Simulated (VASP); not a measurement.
# Zr in VASP: notebook

The runs below take Zr through single point, relaxation of the atoms, with PBEsol.

All numbers are computed with VASP 6.6.1; they aren't measurements. Logs are shortened: lines on timing, memory, paths and dates and some standing lists are left out, and cuts for length are marked.

## Step 1: Starting point

The cell holds a slab with vacuum, 5 atoms: a = 3.186 Å, b = 3.186 Å, c = 25.228 Å, α = 90.00°, β = 90.00°, γ = 120.00°.

The slab is cut from a database's or a generator's crystal, which needn't be the stable form of the element.

## Step 2: Single point, PBEsol

INCAR

```
PREC = Accurate
ENCUT = 520
EDIFF = 1E-6
ISMEAR = 1
SIGMA = 0.1
LREAL = F
LASPH = T
NELM = 80
ALGO = Normal
ISIF = 2
LWAVE = F
LCHARG = F
LDIPOL = T
IDIPOL = 3
DIPOL = 0.5 0.5 0.500
GGA = PS
LVHAR = T
LVACPOTAV = T
ICORELEVEL = 1
KPAR = 2
```

KPOINTS

```
Automatic mesh
0
Gamma
  12 12 1
```

POSCAR

```
Zr
1.0
    3.1860372700      0.0000000000      0.0000000000
   -1.5930188700      2.7591887700      0.0000000000
    0.0000000000      0.0000000000     25.2279560000
Zr
5
Direct
    0.3333330000      0.6666660000      0.2972892500
    0.6666670000      0.3333340000      0.3986446200
    0.3333330000      0.6666660000      0.5000000000
    0.6666670000      0.3333340000      0.6013553800
    0.3333330000      0.6666660000      0.7027107500
```

Potentials or basis: VASP PAW PBE potentials, release 64 (Zr_sv).

Launch:

```sh
> cat potpaw_PBE.64/Zr_sv/POTCAR > POTCAR
> mpirun -np 2 vasp_std > vasp.out
```

OUTCAR:

```text
PREC = Accurate
   ENCUT = 520
   EDIFF = 1E-6
   ISMEAR = 1
   LREAL = F
   LASPH = T
   NELM = 80
   ISIF = 2
   GGA = PS

 ion  position               nearest neighbor table
   1  0.333  0.667  0.297-   2 3.15   2 3.15   2 3.15
   2  0.667  0.333  0.399-   1 3.15   1 3.15   3 3.15   3 3.15   1 3.15   3 3.15
   3  0.333  0.667  0.500-   2 3.15   4 3.15   2 3.15   4 3.15   2 3.15   4 3.15
   4  0.667  0.333  0.601-   5 3.15   5 3.15   3 3.15   3 3.15   5 3.15   3 3.15
   5  0.333  0.667  0.703-   4 3.15   4 3.15   4 3.15

  LATTYP: Found a hexagonal cell.
 ALAT       =     3.1860372700
 C/A-ratio  =     7.9182865303

  Lattice vectors:

 A1 = (   3.1860372700,   0.0000000000,   0.0000000000)
 A2 = (  -1.5930188700,   2.7591887700,   0.0000000000)
 A3 = (   0.0000000000,   0.0000000000,  25.2279560000)

Analysis of symmetry for initial positions (statically):
=====================================================================
 Subroutine PRICEL returns:
 Original cell was already a primitive cell.

 Routine SETGRP: Setting up the symmetry group for a
 hexagonal supercell.

 Subroutine GETGRP returns: Found 12 space group operations
 (whereof 12 operations were pure point group operations)
 out of a pool of 24 trial point group operations.

The static configuration has the point symmetry D_3h.

Analysis of symmetry for dynamics (positions and initial velocities):
=====================================================================
 Subroutine PRICEL returns:
 Original cell was already a primitive cell.

 Routine SETGRP: Setting up the symmetry group for a
 hexagonal supercell.

 Subroutine GETGRP returns: Found 12 space group operations
 (whereof 12 operations were pure point group operations)
 out of a pool of 24 trial point group operations.

The dynamic configuration has the point symmetry D_3h.

 Subroutine INISYM returns: Found 12 space group operations
 (whereof 12 operations are pure point group operations),
 and found     1 'primitive' translations

----------------------------------------------------------------------------------------

                                     Primitive cell

  volume of cell :     221.7759

  direct lattice vectors                    reciprocal lattice vectors
     3.186037270  0.000000000  0.000000000     0.313869524  0.181212710  0.000000000
    -1.593018870  2.759188770  0.000000000     0.000000000  0.362425366  0.000000000
     0.000000000  0.000000000 25.227956000     0.000000000  0.000000000  0.039638566

  length of vectors
     3.186037270  3.186037004 25.227956000     0.362425336  0.362425366  0.039638566

  position of ions in fractional coordinates (direct lattice)
     0.333333000  0.666666000  0.297289250
     0.666667000  0.333334000  0.398644620
     0.333333000  0.666666000  0.500000000
     0.666667000  0.333334000  0.601355380
     0.333333000  0.666666000  0.702710750

  ion indices of the primitive-cell ions
   primitive index   ion index
                 1           1
                 2           2
                 3           3
                 4           4
                 5           5

----------------------------------------------------------------------------------------

 KPOINTS: Automatic mesh

Automatic generation of k-mesh.
 Grid dimensions read from file:
 generate k-points for:   12   12    1

 Generating k-lattice:

  Cartesian coordinates                     Fractional coordinates (reciprocal lattice)
     0.026155794  0.015101059  0.000000000     0.083333333  0.000000000  0.000000000
     0.000000000  0.030202114  0.000000000     0.000000000  0.083333333  0.000000000
     0.000000000  0.000000000  0.039638566     0.000000000  0.000000000  1.000000000

  Length of vectors
     0.030202111  0.030202114  0.039638566

  Shift w.r.t. Gamma in fractional coordinates (k-lattice)
     0.000000000  0.000000000  0.000000000

 Subroutine IBZKPT returns following result:
 ===========================================

 Found     19 irreducible k-points:

 Following reciprocal coordinates:
            Coordinates               Weight
  0.000000  0.000000  0.000000      1.000000
  0.083333  0.000000  0.000000      6.000000
  0.166667 -0.000000  0.000000      6.000000
  0.250000  0.000000  0.000000      6.000000
  0.333333 -0.000000  0.000000      6.000000
  0.416667 -0.000000  0.000000      6.000000
[... 11 lines left out ...]
  0.333333  0.250000  0.000000     12.000000
  0.333333  0.333333  0.000000      2.000000
   k-points           NKPTS =     19   k-points in BZ     NKDIM =     19   number of bands    NBANDS=     36
   number of dos      NEDOS =    301   number of ions     NIONS =      5
   total plane-waves  NPLWV = 110592
   dimension x,y,z NGX =    24 NGY =   24 NGZ =  192
   dimension x,y,z NGXF=    48 NGYF=   48 NGZF=  384
   ions per type =               5
   NGX,Y,Z   is equivalent  to a cutoff of  12.52, 12.52, 12.65 a.u.
   NGXF,Y,Z  is equivalent  to a cutoff of  25.05, 25.05, 25.30 a.u.
 SYSTEM =  unknown system
   PREC   = accura    normal or accurate (medium, high low for compatibility)
   ISTART =      0    job   : 0-new  1-cont  2-samecut
   ICHARG =      2    charge: 1-file 2-atom 10-const
   ISPIN  =      1    spin polarized calculation?
   LNONCOLLINEAR =      F non collinear calculations
   LSORBIT =      F    spin-orbit coupling
   LASPH  =      T    aspherical Exc in radial PAW
   ENCUT  =  520.0 eV  38.22 Ry    6.18 a.u.   5.92  5.92 46.91*2*pi/ulx,y,z
   NELM   =     80;   NELMIN=  2; NELMDL= -5     # of ELM steps
   EDIFF  = 0.1E-05   stopping-criterion for ELM
   LREAL  =      F    real-space projection
   EDIFFG = 0.1E-04   stopping-criterion for IOM
   NSW    =      0    number of steps for IOM
   IBRION =     -1    ionic relax: 0-MD 1-quasi-New 2-CG
   NFREE  =      0    steps in history (QN), initial steepest desc. (CG)
   ISIF   =      2    stress and relaxation
   ISYM   =      2    0-nonsym 1-usesym 2-fastsym
   POTIM  = 0.5000    time-step for ionic-motion
   TEBEG  =    0.0;   TEEND  =   0.0 temperature during run
   PSTRESS=    0.0 pullay stress
   NELECT =      60.0000    total number of electrons
   NUPDOWN=      -1.0000    fix difference up-down
   EMIN   =  10.00;   EMAX   =-10.00  energy-range for DOS
   EFERMI =   0.00;   METHOD = LEGACY
   ISMEAR =     1;   SIGMA  =   0.10  broadening in eV -4-tet -1-fermi 0-gaus
   EFERMI_NEDOS =   21; number of points for ismear=-14 and -15
   IALGO  =     38    algorithm
   IMIX   =      4    mixing-type and parameters
     AMIX     =   0.40;   BMIX     =  1.00
     AMIX_MAG =   1.60;   BMIX_MAG =  1.00
  volume/ion in A,a.u.               =      44.36       299.32
  Fermi-wavevector in a.u.,A,eV,Ry     =   1.058816  2.000872 15.253372  1.121091
  Thomas-Fermi vector in A             =   2.194139
   LORBIT       =      0    0 simple, 1 ext, 2 COOP (PROOUT), +10 PAW based schemes
   GGA     = PS    functional components
   LHFCALC =     F    Hartree Fock is set to
   AEXX    =    0.0000 exact exchange contribution
   IVDW    =     0    specifies the selected vdW correction
   LEPSILON=     F    determine dielectric tensor
   LRPA    =     F    only Hartree local field effects (RPA)
 non-spin polarized calculation
 Methfessel and Paxton  Order N= 1 SIGMA  =   0.10
  energy-cutoff  :      520.00
  volume of cell :      221.78
 maximum number of plane-waves:      6010
 NGX is ok and might be reduce to    24
   NGX = 11   NGY = 11   NGZ = 93

 dipolmoment           0.000000      0.000000     -0.000000 electrons x Angstroem

 number of electron      60.0000001 magnetization

 dipolmoment           0.000000      0.000000      0.000000 electrons x Angstroem

 Free energy of the ion-electron system (eV)
  ---------------------------------------------------
  ext. energy  EPLUGINS =         0.00000000
  ---------------------------------------------------
  free energy    TOTEN  =       -43.38180269 eV

  energy without entropy =      -43.38447910  energy(sigma->0) =      -43.38269483

 the core state eigenenergies are
   1-  1s -17813.9864  2s  -2461.1501  2p  -2193.6644  3s   -396.4077  3p   -309.2911
       3d   -166.3915
   2-  1s -17813.4863  2s  -2460.6931  2p  -2193.2023  3s   -395.9814  3p   -308.8651
       3d   -165.9662
   3-  1s -17813.4558  2s  -2460.6564  2p  -2193.1661  3s   -395.9479  3p   -308.8316
       3d   -165.9321
   4-  1s -17813.4863  2s  -2460.6931  2p  -2193.2023  3s   -395.9814  3p   -308.8651
       3d   -165.9662
   5-  1s -17813.9864  2s  -2461.1501  2p  -2193.6644  3s   -396.4077  3p   -309.2911
       3d   -166.3915

 E-fermi :   2.6694     XC(G=0):  -6.5785

 val. band max:        2.6686237732   @ k =   0.1667  -0.0000   0.0000
 cond. band min:       2.6859311825   @ k =   0.4167   0.1667   0.0000
 fundamental gap:      0.0173074093
 Fermi energy:         2.6693997003

 k-point     1 :       0.0000    0.0000    0.0000
  band No.  band energies     occupation
      1     -46.2155      2.00000
      2     -46.2153      2.00000
      3     -45.9119      2.00000
      4     -45.8592      2.00000
      5     -45.7867      2.00000
      6     -24.5757      2.00000
[... 28 lines left out ...]
     35       3.5915     -0.00000
     36       3.6169     -0.00000

 k-point     2 :       0.0833    0.0000    0.0000
  band No.  band energies     occupation
      1     -46.2086      2.00000
      2     -46.2084      2.00000
      3     -45.9035      2.00000
      4     -45.8528      2.00000
      5     -45.7819      2.00000
      6     -24.5569      2.00000
[... 28 lines left out ...]
     35       3.6453     -0.00000
     36       3.7677     -0.00000
[... 622 lines left out ...]
     35       3.2162     -0.00000
     36       3.2318     -0.00000

 k-point    19 :       0.3333    0.3333    0.0000
  band No.  band energies     occupation
      1     -46.0978      2.00000
      2     -46.0978      2.00000
      3     -45.7497      2.00000
      4     -45.7496      2.00000
      5     -45.7251      2.00000
      6     -24.4159      2.00000
[... 28 lines left out ...]
     35       2.9044     -0.00441
     36       2.9580     -0.00035

------------------------ aborting loop because EDIFF is reached ----------------------------------------

  FORCE on cell =-STRESS in cart. coord.  units (eV):
  Direction    XX          YY          ZZ          XY          YZ          ZX
  --------------------------------------------------------------------------------------
  -------------------------------------------------------------------------------------
  Total       -2.4708301     -2.4708293     -2.4730599      0.0000002      0.0000000      0.0000000
  in kB      -17.8500377    -17.8500320    -17.8661465      0.0000015      0.0000000      0.0000000
  external PRESSURE =     -17.8554054 kB  Pullay stress =       0.0000000 kB

 VOLUME and BASIS-vectors are now :
 -----------------------------------------------------------------------------
  energy-cutoff  :      520.00
  volume of cell :      221.78
      direct lattice vectors                 reciprocal lattice vectors
     3.186037270  0.000000000  0.000000000     0.313869524  0.181212710  0.000000000
    -1.593018870  2.759188770  0.000000000     0.000000000  0.362425366  0.000000000
     0.000000000  0.000000000 25.227956000     0.000000000  0.000000000  0.039638566

 POSITION                                       TOTAL-FORCE (eV/Angst)
 -----------------------------------------------------------------------------------
     -0.00000      1.83946      7.50000        -0.000000      0.000000      0.573081
      1.59302      0.91973     10.05699         0.000000     -0.000000     -0.671479
     -0.00000      1.83946     12.61398        -0.000000     -0.000000     -0.000000
      1.59302      0.91973     15.17097         0.000000      0.000000      0.671479
     -0.00000      1.83946     17.72796        -0.000000      0.000000     -0.573081
 -----------------------------------------------------------------------------------
    total drift:                                0.000000      0.003341      0.000000

  FREE ENERGIE OF THE ION-ELECTRON SYSTEM (eV)
  ---------------------------------------------------
  free  energy   TOTEN  =       -43.3818026940 eV

  energy  without entropy=      -43.3844791020  energy(sigma->0) =      -43.38269483

 vacuum level on the upper side and lower side of the slab         7.032         7.032
```

It took 4.1 min on 2 MPI ranks of AMD EPYC 7R43 (Zen 3), shared host; peak memory 0.33 GiB.

Results:

| Item | Value |
| --- | --- |
| Free energy | -43.3818 eV |
| Largest force | 0.671 eV/Å |
| Band gap on the k mesh | none (metal or under the smearing width) |
| Work function of the upper face | 4.36 eV |
| Work function of the lower face | 4.36 eV |

Forces on the atoms (eV/Å):
```
Zr   0.000  0.000  0.573
Zr   0.000  0.000 -0.671
Zr   0.000  0.000  0.000
Zr   0.000  0.000  0.671
Zr   0.000  0.000 -0.573
```

Core levels (eV, on the scale of the bands):
| atom | levels |
| --- | --- |
| 1 Zr | 1s -17814.0, 2s -2461.2, 2p -2193.7, 3s -396.4, 3p -309.3, 3d -166.4 |
| 2 Zr | 1s -17813.5, 2s -2460.7, 2p -2193.2, 3s -396.0, 3p -308.9, 3d -166.0 |
| 3 Zr | 1s -17813.5, 2s -2460.7, 2p -2193.2, 3s -395.9, 3p -308.8, 3d -165.9 |
| 4 Zr | 1s -17813.5, 2s -2460.7, 2p -2193.2, 3s -396.0, 3p -308.9, 3d -166.0 |
| 5 Zr | 1s -17814.0, 2s -2461.2, 2p -2193.7, 3s -396.4, 3p -309.3, 3d -166.4 |

Caveat: the PAW data sets were made with another functional, which shifts forces and pressure a little.

## Step 3: Relaxation of the atoms, PBEsol

INCAR

```
SYSTEM = Zr
PREC = Accurate ; ENCUT = 520
EDIFF = 1E-6 ; ISMEAR = 1
SIGMA = 0.1 ; LREAL = .FALSE.
LASPH = .TRUE. ; NELM = 80
ALGO = Normal ; ISIF = 2
LWAVE = .FALSE. ; LCHARG = .FALSE.
LDIPOL = .TRUE. ; IDIPOL = 3
DIPOL = 0.5 0.5 0.500 ; GGA = PS
IBRION = 2 ; NSW = 80
EDIFFG = -0.02 ; KPAR = 2
```

KPOINTS

```
regular mesh
0
G
  12 12 1
  0 0 0
```

POSCAR is that of step 2.

Potentials or basis: VASP PAW PBE potentials, release 64 (Zr_sv).

Launch:

```sh
> cat potpaw_PBE.64/Zr_sv/POTCAR > POTCAR
> mpirun -np 2 vasp_std > vasp.out
```

It took 9.8 min on 2 MPI ranks of AMD EPYC 7R43 (Zen 3), shared host; peak memory 0.35 GiB.

The run converged. Its results:

```
Free energy                  : -43.4953 eV
Energy gained by relaxing    : 22.7 meV/atom
Ionic steps                  : 7
Largest force after relaxing : 0.011 eV/Å
Band gap on the k mesh       : none (metal or under the smearing width)
```

Forces on the atoms (eV/Å):
```
Zr   0.000  0.000  0.001
Zr   0.000  0.000  0.011
Zr   0.000  0.000  0.000
Zr   0.000  0.000 -0.011
Zr   0.000  0.000 -0.001
```

Step by step:
```tsv
step	energy change (eV)	largest force (eV/Å)	pressure (GPa)
1	0.0000	0.6715	-1.79
2	-0.0640	0.4432	-1.51
3	-0.1104	0.0682	-0.88
4	-0.1105	0.0551	-0.92
5	-0.1110	0.0486	-0.89
6	-0.1123	0.0333	-0.81
7	-0.1135	0.0114	-0.65
```

Final structure:
```xyz
5
Lattice="3.1860 0.0000 0.0000 -1.5930 2.7592 0.0000 0.0000 0.0000 25.2280" Properties=species:S:1:pos:R:3 pbc="T T T"
Zr    0.0000    1.8395    7.6062
Zr    1.5930    0.9197    9.9958
Zr    0.0000    1.8395   12.6140
Zr    1.5930    0.9197   15.2322
Zr    0.0000    1.8395   17.6217
```

Levels at points of the mesh, in eV from the Fermi level:
```tsv
k point	band 27	band 28	band 29	band 30	band 31	band 32
(0.00, 0.00, 0.00)	-0.21	0.48	0.50	0.68	0.68	0.76
(0.50, 0.00, 0.00)	-1.34	-1.12	-0.84	0.20	0.72	0.73
```

Caveat: the PAW data sets were made with another functional, which shifts forces and pressure a little.

## Step 4: Single point, PBEsol

INCAR

```
PREC = Accurate
ENCUT = 520
EDIFF = 1E-6
ISMEAR = 1
SIGMA = 0.1
LREAL = F
LASPH = T
NELM = 80
ALGO = Normal
ISIF = 2
LWAVE = F
LCHARG = F
LDIPOL = T
IDIPOL = 3
DIPOL = 0.5 0.5 0.500
GGA = PS
LVHAR = T
LVACPOTAV = T
ICORELEVEL = 1
KPAR = 2
```

KPOINTS

```
Automatic mesh
0
Gamma
  12 12 1
```

POSCAR

```
Zr                                      
1.0
    3.1860372700      0.0000000000      0.0000000000
   -1.5930188700      2.7591887700      0.0000000000
    0.0000000000      0.0000000000     25.2279560000
  Zr            
     5
Direct
     0.3333330000000032    0.6666659999999993    0.3015004544436247
     0.6666669999999968    0.3333340000000007    0.3962191086515175
     0.3333330000000032    0.6666659999999993    0.5000000000000000
     0.6666669999999968    0.3333340000000007    0.6037808913484825
     0.3333330000000032    0.6666659999999993    0.6984995455563753
```

Launch:

```sh
> cat potpaw_PBE.64/Zr_sv/POTCAR > POTCAR
> mpirun -np 2 vasp_std > vasp.out
```

Wall time 2.9 min (2 MPI ranks of AMD EPYC 7R43 (Zen 3), shared host); peak memory 0.33 GiB.

It converged, with:

| Property | Result |
| --- | --- |
| Free energy | -43.4953 eV |
| Largest force | 0.012 eV/Å |
| Band gap on the k mesh | none (metal or under the smearing width) |
| Work function of the upper face | 4.27 eV |
| Work function of the lower face | 4.27 eV |

Forces on the atoms (eV/Å):
```
Zr   0.000  0.000  0.000
Zr   0.000  0.000  0.012
Zr   0.000  0.000  0.000
Zr   0.000  0.000 -0.012
Zr   0.000  0.000  0.000
```

Levels at points of the mesh, in eV from the Fermi level:
```tsv
k point	band 25	band 26	band 27	band 28	band 29	band 30	band 31	band 32	band 33	band 34
(0.00, 0.00, 0.00)	-3.16	-0.25	-0.21	0.48	0.50	0.68	0.68	0.76	0.76	0.79
(0.50, 0.00, 0.00)	-2.48	-1.87	-1.34	-1.12	-0.84	0.20	0.72	0.73	1.16	1.39
```

Core levels (eV, on the scale of the bands):
| atom | levels |
| --- | --- |
| 1 Zr | 1s -17813.8, 2s -2461.0, 2p -2193.5, 3s -396.3, 3p -309.2, 3d -166.3 |
| 2 Zr | 1s -17813.4, 2s -2460.6, 2p -2193.1, 3s -395.9, 3p -308.8, 3d -165.9 |
| 3 Zr | 1s -17813.5, 2s -2460.7, 2p -2193.2, 3s -396.0, 3p -308.9, 3d -166.0 |
| 4 Zr | 1s -17813.4, 2s -2460.6, 2p -2193.1, 3s -395.9, 3p -308.8, 3d -165.9 |
| 5 Zr | 1s -17813.8, 2s -2461.0, 2p -2193.5, 3s -396.3, 3p -309.2, 3d -166.3 |

Caveat: the PAW data sets were made with another functional, which shifts forces and pressure a little.
